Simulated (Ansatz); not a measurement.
**CdS at several levels of theory**

One geometry, relaxed with PBE, and single points on it; plane waves with PAW potentials in Ansatz, scalar-relativistic unless the row names spin-orbit coupling. No spin polarisation. Meshes are on the primitive cell of 4 atoms. Gaps are the least over mesh and band path; pressure is positive in compression. Smearing is Gaussian, 0.02 eV.

```cif
data_structure
_symmetry_space_group_name_H-M 'P 1'
_symmetry_Int_Tables_number 1
_cell_length_a 4.1970
_cell_length_b 4.1970
_cell_length_c 6.8279
_cell_angle_alpha 90.000
_cell_angle_beta 90.000
_cell_angle_gamma 120.000
_cell_volume 104.16
loop_
_atom_site_label
_atom_site_type_symbol
_atom_site_fract_x
_atom_site_fract_y
_atom_site_fract_z
_atom_site_occupancy
Cd1 Cd 0.33333 0.66667 0.99920 1
Cd2 Cd 0.66667 0.33333 0.49920 1
S1 S 0.33333 0.66667 0.37580 1
S2 S 0.66667 0.33333 0.87580 1
```

```
level cutoff (eV) k mesh gap (eV) pressure (GPa) rough cost with bands (core-min)
  PBE          420   6×6×4      1.11             0.0                                 1
```

Task: What do r2SCAN, PBE with spin-orbit coupling, LDA give on the same cell?

Result:
```csv
level,cutoff (eV),k mesh,gap (eV),pressure (GPa),rough cost with bands (core-min)
r2SCAN,500,6×6×4,1.57,-1.4,1.5
PBE with spin-orbit coupling,420,6×6×4,1.10,-0.1,2
LDA,420,6×6×4,0.83,-4.9,1
```